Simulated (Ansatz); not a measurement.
# CaS (rocksalt): equation of state and elastic constants

The task here is to estimate one member of a computed series from the others.

Method: DFT r²SCAN, scalar-relativistic, plane waves, PAW, in Ansatz 0.2.0.

3 further runs of the same task are left out: 2 that didn't finish, 1 set aside as unsound or not needed.

## The starting structure

The structure is cubic, space group Fm-3m (No. 225). Conventional cell: a = 5.696 Å, b = 5.696 Å, c = 5.696 Å, α = 90.00°, β = 90.00°, γ = 90.00°. Around Ca (site symmetry m-3m) lie 6 S at 2.85 Å. S (site symmetry m-3m) is surrounded by 6 Ca at 2.85 Å.

Coordinates:

```
CELL_PARAMETERS angstrom
0.00000 2.84787 2.84787
2.84787 0.00000 2.84787
2.84787 2.84787 0.00000
ATOMIC_POSITIONS crystal
Ca 0.50000 0.50000 0.50000
S 0.00000 0.00000 0.00000
```

An earlier run at r²SCAN left this cell at 23.097 Å³/atom and 0.00 GPa (8×8×8 mesh).

Volume factors to run: 0.980, 1.020, 0.960, 1.040, 1.070.

Set-up of the first run:

The input, input.yaml:

```yaml
crystal:
  lattice:
    - [0.0, 2.8287565976, 2.8287565976]
    - [2.8287565976, 0.0, 2.8287565976]
    - [2.8287565976, 2.8287565976, 0.0]
  atoms:
    - { symbol: Ca, position: [0.5, 0.5, 0.5] }
    - { symbol: S, position: [0.0, 0.0, 0.0] }
basis:
  ecutwfc: 500
  ecutrho_ratio: 4
kpoints:
  mp_grid: { grid: [8, 8, 8] }
hamiltonian:
  xc: r2scan
scf:
  occupations: { method: gaussian, width: 0.05 }
output:
  forces: true
  stress: true
  eigenvalues: true
```

Run with:

```
$ ansatz run input.yaml --threads 2 --pin off --max-ram 2662MiB --backend cpu --events-out ev --progress --plain --runs-dir out
```

Steps of the session up to this table: Volume × 0.980; Scaling the volume by 1.020; At 0.960 of the relaxed volume; Volume × 1.040; Volume × 1.070.

One of the session's tables, all rows but one given; the rest of the session is left out.

It belongs to the step «Energy and pressure against volume». 

```
volume (Å³/atom)  energy (meV/atom)  pressure (GPa)  gap (eV)
          22.173               7.59            2.73      2.70
          22.635               1.83            1.29      2.75
          23.097               0.00            0.00      2.80
          23.559               1.72           -1.17      2.84
          24.021                  ?               ?         ?
          24.714              19.31           -3.61      2.94
```

**Question.** Estimate the row for volume (Å³/atom) = 24.021.

Worked estimate for «energy (meV/atom)». A straight line through the neighbours (23.559, 1.72) and (24.714, 19.31) gives 1.72 + (19.31 − 1.72) × (24.021 − 23.559) / (24.714 − 23.559) = 8.76; a parabola fitted to 3 rows on both sides gives 6.48.

As computed: energy (meV/atom): 6.62; pressure (GPa): -2.22; gap (eV): 2.88. In «energy (meV/atom)» the line misses by +2.14 and the parabola by -0.14.
